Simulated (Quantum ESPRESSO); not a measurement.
# Ge (Fd-3m) in Quantum ESPRESSO: equation of state, part 2 of 2

Quantum ESPRESSO 7.5. Earlier steps stand in the parts before.

**7. Single point, PBEsol, 23.54 Å³/atom**

pw.in reads:

```
&CONTROL
  calculation = 'scf'
  prefix = 'pwscf'
  outdir = './tmp'
  pseudo_dir = './pseudo'
  tstress = .true.
  disk_io = 'nowf'
/
&SYSTEM
  ibrav = 0
  nat = 2
  ntyp = 1
  ecutwfc = 45
  ecutrho = 360
  nbnd = 21
  occupations = 'smearing'
  smearing = 'fd'
  degauss = 0.00367493
/
&ELECTRONS
  conv_thr = 4d-10
  electron_maxstep = 120
  mixing_beta = 0.5
/
ATOMIC_SPECIES
Ge    72.6300 ge_pbesol_v1.4.uspp.F.UPF
CELL_PARAMETERS angstrom
   0.0000000000    2.8661367691    2.8661367691
   2.8661367691    0.0000000000    2.8661367691
   2.8661367691    2.8661367691    0.0000000000
ATOMIC_POSITIONS crystal
Ge     0.7500000000    0.7500000000    0.7500000000
Ge     0.5000000000    0.5000000000    0.5000000000
K_POINTS automatic
8 8 8 0 0 0
```

Potentials or basis: GBRV 1.5 PBEsol.

Launch:

```
OMP_NUM_THREADS=1 mpirun -n 2 pw.x -nk 2 -in pw.in > pw.out
```

pw.out:

```text
This program is part of the open-source Quantum ESPRESSO suite
     for quantum simulation of materials; please cite
[... 13 lines left out ...]
     --------------------
     sticks:   dense  smooth     PW     G-vecs:    dense   smooth      PW
     Sum        1459     733    223                36661    12939    2229

     Using Slab Decomposition

     bravais-lattice index     =            0
     lattice parameter (alat)  =       7.6597  a.u.
     unit-cell volume          =     317.7732 (a.u.)^3
     number of atoms/cell      =            2
     number of atomic types    =            1
     number of electrons       =        28.00
     number of Kohn-Sham states=           21
     kinetic-energy cutoff     =      45.0000  Ry
     charge density cutoff     =     360.0000  Ry
     scf convergence threshold =      4.0E-10
     mixing beta               =       0.5000
     number of iterations used =            8  plain     mixing
     Exchange-correlation= SLA  PW   PSX  PSC
                           (   1   4  10   8   0   0   0)

     celldm(1)=   7.659683  celldm(2)=   0.000000  celldm(3)=   0.000000
     celldm(4)=   0.000000  celldm(5)=   0.000000  celldm(6)=   0.000000

     crystal axes: (cart. coord. in units of alat)
               a(1) = (   0.000000   0.707107   0.707107 )
               a(2) = (   0.707107   0.000000   0.707107 )
               a(3) = (   0.707107   0.707107   0.000000 )

     reciprocal axes: (cart. coord. in units 2 pi/alat)
               b(1) = ( -0.707107  0.707107  0.707107 )
               b(2) = (  0.707107 -0.707107  0.707107 )
               b(3) = (  0.707107  0.707107 -0.707107 )

     PseudoPot. # 1 for Ge read from file:
     ge_pbesol_v1.4.uspp.F.UPF
     Pseudo is Ultrasoft + core correction, Zval = 14.0
     Generated by new atomic code, or converted to UPF format
     Using radial grid of  873 points,  6 beta functions with:
                l(1) =   0
                l(2) =   0
                l(3) =   1
                l(4) =   1
                l(5) =   2
                l(6) =   2
     Q(r) pseudized with  8 coefficients,  rinner =    1.400   1.400   1.400
                                                       1.400   1.400

     atomic species   valence    mass     pseudopotential
     Ge               14.00    72.63000     Ge( 1.00)

     48 Sym. Ops., with inversion, found (24 have fractional translation)

   Cartesian axes

     site n.     atom                  positions (alat units)
         1        Ge     tau(   1) = (   1.0606602   1.0606602   1.0606602  )
         2        Ge     tau(   2) = (   0.7071068   0.7071068   0.7071068  )

     number of k points=    29  Fermi-Dirac smearing, width (Ry)=  0.0037
                       cart. coord. in units 2pi/alat
        k(    1) = (   0.0000000   0.0000000   0.0000000), wk =   0.0039062
        k(    2) = (   0.0883883   0.0883883  -0.0883883), wk =   0.0312500
        k(    3) = (   0.1767767   0.1767767  -0.1767767), wk =   0.0312500
        k(    4) = (   0.2651650   0.2651650  -0.2651650), wk =   0.0312500
        k(    5) = (  -0.3535534  -0.3535534   0.3535534), wk =   0.0156250
        k(    6) = (   0.1767767   0.0000000   0.0000000), wk =   0.0234375
[... 21 lines left out ...]
        k(   28) = (  -0.7071068   0.1767767  -0.0000000), wk =   0.0468750
        k(   29) = (  -0.7071068   0.3535534   0.0000000), wk =   0.0234375

     Dense  grid:    36661 G-vectors     FFT dimensions: (  48,  48,  48)

     Smooth grid:    12939 G-vectors     FFT dimensions: (  36,  36,  36)

     Initial potential from superposition of free atoms

     starting charge      27.9984, renormalised to      28.0000
     Starting wfcs are   18 randomized atomic wfcs +    3 random wfcs

     Self-consistent Calculation

     iteration #  1     ecut=    45.00 Ry     beta= 0.50
     Davidson diagonalization with overlap
     ethr =  1.00E-02,  avg # of iterations =  4.5

     Threshold (ethr) on eigenvalues was too large:
     Diagonalizing with lowered threshold

     Davidson diagonalization with overlap
     ethr =  1.10E-04,  avg # of iterations =  2.7

     total energy              =    -426.38039842 Ry
     estimated scf accuracy    <       0.03114723 Ry
[... 36 lines left out ...]
     iteration #  7     ecut=    45.00 Ry     beta= 0.50
     Davidson diagonalization with overlap
     ethr =  1.76E-10,  avg # of iterations =  2.0

     End of self-consistent calculation

          k = 0.0000 0.0000 0.0000 (  1639 PWs)   bands (ev):

   -16.9249 -16.9249 -16.9249 -16.8916 -16.8916 -16.7009 -16.7009 -16.7009
   -16.6906 -16.6906  -4.6723   7.4624   7.8287   7.8287   7.8287  10.3394
    10.3394  10.3394  13.9589  17.1584  17.1584

          k = 0.0884 0.0884-0.0884 (  1606 PWs)   bands (ev):
[... 19 lines left out ...]
   -16.9472 -16.9472 -16.9086 -16.8537 -16.8537 -16.7335 -16.7335 -16.7197
   -16.6648 -16.6648  -2.6692   0.3782   6.4804   6.4804   7.8311  11.5108
    11.5108  14.7742  18.0046  18.3765  18.7778

          k = 0.1768 0.0000 0.0000 (  1615 PWs)   bands (ev):

   -16.9313 -16.9301 -16.9301 -16.8836 -16.8705 -16.7322 -16.6979 -16.6930
   -16.6930 -16.6767  -4.4264   5.3218   6.9946   6.9946   9.6849   9.8152
    11.4810  11.4810  15.0881  15.1700  17.4183

          k = 0.2652 0.0884-0.0884 (  1617 PWs)   bands (ev):
[... 25 lines left out ...]
   -16.9494 -16.9477 -16.9059 -16.8635 -16.8478 -16.7446 -16.7306 -16.7122
   -16.6683 -16.6608  -3.5561   2.3591   5.3574   6.9398   9.2886  11.5230
    11.6764  13.3160  15.3151  16.4548  17.9365

          k = 0.0000-0.1768 0.1768 (  1608 PWs)   bands (ev):

   -16.9422 -16.9360 -16.9189 -16.8748 -16.8645 -16.7308 -16.7216 -16.6940
   -16.6849 -16.6682  -4.1869   4.1555   6.1562   7.4616   9.3457  10.8903
    10.9893  12.4414  15.2837  16.0037  16.2704

          k = 0.3536 0.0000 0.0000 (  1612 PWs)   bands (ev):

   -16.9416 -16.9416 -16.9298 -16.8609 -16.8296 -16.7796 -16.7189 -16.6787
   -16.6754 -16.6754  -3.6973   3.0843   5.8767   5.8767   8.8031  10.4117
    13.4877  13.4877  14.6592  17.6201  18.1998

          k = 0.4419 0.0884-0.0884 (  1626 PWs)   bands (ev):
[... 13 lines left out ...]
   -16.9690 -16.9556 -16.8789 -16.8278 -16.8196 -16.7755 -16.7659 -16.7357
   -16.6536 -16.6420  -2.1140   0.3361   3.8258   5.8319   9.3546  12.6560
    13.3542  14.3761  15.3029  16.6729  19.3480

          k = 0.0000-0.3536 0.3536 (  1624 PWs)   bands (ev):

   -16.9618 -16.9549 -16.8849 -16.8517 -16.8273 -16.7623 -16.7442 -16.7336
   -16.6546 -16.6513  -2.8573   1.3596   4.1050   6.3855   9.6584  12.5035
    12.7442  12.9400  15.3787  16.9956  19.3714

          k = 0.5303-0.0000 0.0000 (  1624 PWs)   bands (ev):

   -16.9519 -16.9519 -16.9116 -16.8307 -16.8276 -16.7825 -16.7507 -16.7001
   -16.6588 -16.6588  -2.5126   0.9735   5.1328   5.1328   8.3720   9.3318
    15.6100  15.6100  16.6788  19.5071  19.7775

          k =-0.0884-0.6187 0.6187 (  1629 PWs)   bands (ev):

   -16.9619 -16.9551 -16.8881 -16.8452 -16.8091 -16.7697 -16.7673 -16.7248
   -16.6537 -16.6476  -1.7150  -0.0336   4.4036   5.0479   8.6829   9.7008
    15.4268  15.8762  18.0171  19.3247  19.4530

          k = 0.0000-0.5303 0.5303 (  1624 PWs)   bands (ev):

   -16.9710 -16.9567 -16.8752 -16.8223 -16.7993 -16.7870 -16.7824 -16.7377
   -16.6517 -16.6388  -1.3889  -0.3536   3.6597   5.3008   8.9279  11.7715
    14.7483  14.9892  15.7315  17.4588  20.8967

          k =-0.7071 0.0000 0.0000 (  1604 PWs)   bands (ev):

   -16.9559 -16.9559 -16.8770 -16.8770 -16.7887 -16.7887 -16.7368 -16.7368
   -16.6522 -16.6522  -0.9270  -0.9270   4.8768   4.8768   8.5399   8.5399
    16.9879  16.9879  18.9479  18.9479  20.3583

          k = 0.3536 0.1768 0.0000 (  1610 PWs)   bands (ev):

   -16.9507 -16.9487 -16.9094 -16.8591 -16.8335 -16.7703 -16.7244 -16.7064
   -16.6671 -16.6604  -3.4805   2.4725   5.0807   6.2732  10.1184  10.4253
    12.3867  13.1982  15.6486  17.6276  17.9512

          k =-0.2652-0.4419 0.6187 (  1622 PWs)   bands (ev):
[... 19 lines left out ...]
   -16.9693 -16.9609 -16.8686 -16.8190 -16.8117 -16.7892 -16.7718 -16.7427
   -16.6485 -16.6406  -1.6070  -0.1000   3.8456   4.8659  10.0302  11.8886
    12.7790  14.6702  16.4788  19.1567  19.6198

          k = 0.0000-0.3536 0.5303 (  1616 PWs)   bands (ev):

   -16.9697 -16.9603 -16.8694 -16.8247 -16.8012 -16.7977 -16.7678 -16.7423
   -16.6491 -16.6408  -1.9209   0.2496   3.7002   5.2120  10.3717  12.2022
    12.6494  14.3705  15.8222  17.2808  20.7418

          k =-0.7071 0.1768-0.0000 (  1628 PWs)   bands (ev):

   -16.9627 -16.9627 -16.8601 -16.8601 -16.7903 -16.7903 -16.7516 -16.7516
   -16.6463 -16.6463  -0.8838  -0.8838   4.4262   4.4262   9.6938   9.6938
    15.1706  15.1706  18.5191  18.5191  20.3917

          k =-0.7071 0.3536 0.0000 (  1628 PWs)   bands (ev):

   -16.9681 -16.9681 -16.8392 -16.8392 -16.7955 -16.7955 -16.7667 -16.7667
   -16.6413 -16.6413  -0.8385  -0.8385   4.0757   4.0757  11.9548  11.9548
    12.4356  12.4356  18.4891  18.4891  20.4659

     the Fermi energy is     7.7799 ev

!    total energy              =    -426.37984976 Ry
     estimated scf accuracy    <          1.6E-10 Ry
     smearing contrib. (-TS)   =      -0.00008162 Ry
     internal energy E=F+TS    =    -426.37976814 Ry

     The total energy is F=E-TS. E is the sum of the following terms:
     one-electron contribution =    -282.82626048 Ry
     hartree contribution      =     166.61801894 Ry
     xc contribution           =    -115.23600367 Ry
     ewald contribution        =    -194.93552293 Ry

     convergence has been achieved in   7 iterations

     Computing stress (Cartesian axis) and pressure

          total   stress  (Ry/bohr**3)                   (kbar)     P=      -20.61
  -0.00014010  -0.00000000  -0.00000000          -20.61       -0.00       -0.00
  -0.00000000  -0.00014010  -0.00000000           -0.00      -20.61       -0.00
  -0.00000000  -0.00000000  -0.00014010           -0.00       -0.00      -20.61

=------------------------------------------------------------------------------=
   JOB DONE.
=------------------------------------------------------------------------------=
```

Run time: 7.2 s. Hardware: 2 MPI ranks of Intel Xeon 6975P-C (Granite Rapids), shared host; peak memory 0.24 GiB.

What came out:

- Free energy: -5801.1934 eV
- Pressure: -2.1 GPa
- Band gap on the k mesh: none (metal or under the smearing width)

**8. Single point, PBEsol, 24.00 Å³/atom**

pw.in, as its differences from that of step 7:

```diff
@@ -27,5 +27,5 @@
 CELL_PARAMETERS angstrom
-   0.0000000000    2.8661367691    2.8661367691
-   2.8661367691    0.0000000000    2.8661367691
-   2.8661367691    2.8661367691    0.0000000000
+   0.0000000000    2.8843929095    2.8843929095
+   2.8843929095    0.0000000000    2.8843929095
+   2.8843929095    2.8843929095    0.0000000000
 ATOMIC_POSITIONS crystal
```

Launch:

```
OMP_NUM_THREADS=1 mpirun -n 2 pw.x -nk 2 -in pw.in > pw.out
```

Run time: 7 s. Hardware: 2 MPI ranks of Intel Xeon 6975P-C (Granite Rapids), shared host; peak memory 0.26 GiB.

Results (log left out):

```yaml
Free_energy: -5801.1796 eV
Pressure: -3.1 GPa
Band_gap_on_the_k_mesh: none (metal or under the smearing width)
```

**9. Equation of state, PBEsol**

Potentials or basis: GBRV 1.5 PBEsol.

No new run: the results of the series are fitted here.

Results:

| Item | Value |
| --- | --- |
| Equilibrium volume | 22.83 Å³/atom |
| Bulk modulus | 66 GPa |
| Pressure derivative of the bulk modulus | 4.9 (rough: it moves with the points fitted) |

Energy against volume, from the lowest point:
```
volume (Å³/atom)  energy (meV/atom)
          21.281              24.63
          21.733              11.61
          22.186               3.63
          22.639               0.00
          23.092               0.25
          23.545               3.95
          23.997              10.84
```

**10. How close it comes**

Step 9. Measured bulk modulus of Ge: 75.8 GPa (quoted in “Sub-monolayer structures of Ag overlayers on Ge(111): experimental observations and first-principles study”, 2019, arxiv:1908.00180). This calculation gives 66 GPa (-12.6 %). The fit is for a static lattice scaled at fixed shape and fixed fractional positions. The cell as given is a measured one (22.64 Å³/atom); PBEsol puts the equilibrium volume +0.8 % from it, thermal expansion not counted.
